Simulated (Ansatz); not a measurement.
Crystal: SbPt.

```
CELL_PARAMETERS angstrom
4.12000 0.00000 0.00000
-2.06000 3.56802 0.00000
0.00000 0.00000 5.47000
ATOMIC_POSITIONS crystal
Pt 0.00000 0.00000 0.50000
Pt 0.00000 0.00000 0.00000
Sb 0.66667 0.33333 0.75000
Sb 0.33333 0.66667 0.25000
```

Base run:

| Property | Result |
| --- | --- |
| Program | Ansatz 0.2.0 |
| Functional | PBEsol |
| Potentials or basis | all-electron LAPW, scalar-relativistic |
| Cutoff | 259 eV |
| Density cutoff | 1036 eV |
| Basis error allowed | 0.002 eV/atom |
| k mesh | 8 × 8 × 5 |
| Occupations | fermi-dirac, width 0.05 eV |
| Spin | no spin polarisation |

Its results: pressure 3.6 GPa.

Question: The run is repeated on the same cell with these changes: functional from PBEsol to LDA. What comes out?

Answer: Pressure 0.8 GPa.

LDA binds more tightly than PBEsol, so the same cell stands under less pressure.

Not every run made on this cell is shown here.
